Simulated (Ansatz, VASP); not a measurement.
**One calculation of PbS, two programs**

File INCAR:

```
SYSTEM = PbS
PREC = Accurate ; ENCUT = 520
EDIFF = 1E-7 ; ISMEAR = -1
SIGMA = 0.05 ; LREAL = .FALSE.
LASPH = .TRUE. ; NELM = 80
ALGO = Normal ; ISIF = 2
LWAVE = .FALSE. ; LCHARG = .FALSE.
GGA = PS ; NBANDS = 17
```

Contents of KPOINTS:

```
Automatic mesh
0
G
  8 8 7
  0 0 0
```

Contents of POSCAR:

```
PbS
1.0
    4.0344247261      0.0000000000      0.0000000000
   -2.0172123630      3.4939143025      0.0000000000
    0.0000000000      0.0000000000      3.7369692780
Pb S
1 1
Direct
    0.0000000000      0.0000000000      0.0000000000
    0.6666666667      0.3333333333      0.5000000000
```

input.yaml

```yaml
crystal:
  lattice:
    - [4.0344247261, 0.0, 0.0]
    - [-2.017212363, 3.4939143025, 0.0]
    - [0.0, 0.0, 3.736969278]
  atoms:
    - { symbol: Pb, position: [0.0, 0.0, 0.0] }
    - { symbol: S, position: [0.6666666667, 0.3333333333, 0.5] }
kpoints:
  mp_grid: { grid: [8, 8, 7] }
scf:
  occupations: { method: fermi_dirac, width: 0.05 }
hamiltonian:
  xc: pbesol
  pseudopotentials: { kind: all_electron, lapw: { basis_error: 0.001 } }
output:
  forces: true
  stress: true
  eigenvalues: true
```

Change from the starting cell: volume scaled by 0.96.

Alike in both runs: task single point; functional PBEsol; k mesh 8 × 8 × 7; occupations fermi-dirac, width 0.05 eV; no spin polarisation.

|  | VASP | Ansatz |
| --- | --- | --- |
| version | VASP 6.6.1 | Ansatz 0.2.0 |
| potentials or method | VASP PAW PBE potentials, release 64 (Pb_d, S) | all-electron LAPW, scalar-relativistic |
| plane-wave cutoff (eV) | 520 | see its input |

VASP gave:

* gap on the k mesh at the Fermi level (eV): none
* pressure (GPa): -0.9
* largest component of the traceless stress (GPa): 0.32

**Question.** Estimate Ansatz's values.

**Answer.** gap on the k mesh at the Fermi level (eV): none; pressure (GPa): -0.9; largest component of the traceless stress (GPa): 0.33.

A gap of «none» marks a metal or a gap that the smearing closes. Ansatz ran all-electron here, so the differences hold the error of VASP's frozen core and of both bases.

Caveats: the PAW data sets were made with another functional, which shifts forces and pressure a little (VASP). The runs have no spin-orbit coupling, so splittings on Pb are missing.
